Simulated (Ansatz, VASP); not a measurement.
# Two plane-wave programs on C

```
CELL_PARAMETERS angstrom
0.00000 1.78337 1.78337
1.78337 0.00000 1.78337
1.78337 1.78337 0.00000
ATOMIC_POSITIONS crystal
C 0.75000 0.75000 0.75000
C 0.50000 0.50000 0.50000
```

This isn't the form of C at room conditions, which is graphite.

Alike in both runs: task single point; functional PBE; k mesh 13 × 13 × 13; occupations gaussian, width 0.029 eV; no spin polarisation.

|  | VASP | Ansatz |
| --- | --- | --- |
| version | VASP 6.6.1 | Ansatz 0.2.0 |
| potentials or method | VASP PAW PBE potentials, release 64 (C) | Ansatz PAW |
| plane-wave cutoff (eV) | 520 | 420 |
| valence electrons in the cell | 8 | 8 |

Ansatz gave:

* gap on the k mesh at the Fermi level (eV): 4.15
* least direct gap on the mesh (eV): 5.59
* pressure (GPa): 1.8

Question: What did VASP give for the same quantities?

Answer: gap on the k mesh at the Fermi level (eV): 4.14; least direct gap on the mesh (eV): 5.59; pressure (GPa): 2.5.

Caveats: an odd mesh through Γ misses points on the zone boundary, where band edges often lie (VASP); odd divisions of the mesh miss points on the zone boundary, where band edges often lie, so the gap on the mesh can be too wide (Ansatz); the pressure holds a Pulay correction of +1.0 GPa for the finite cutoff (Ansatz). A hybrid or GW would open this gap; PBE tends to underestimate it.
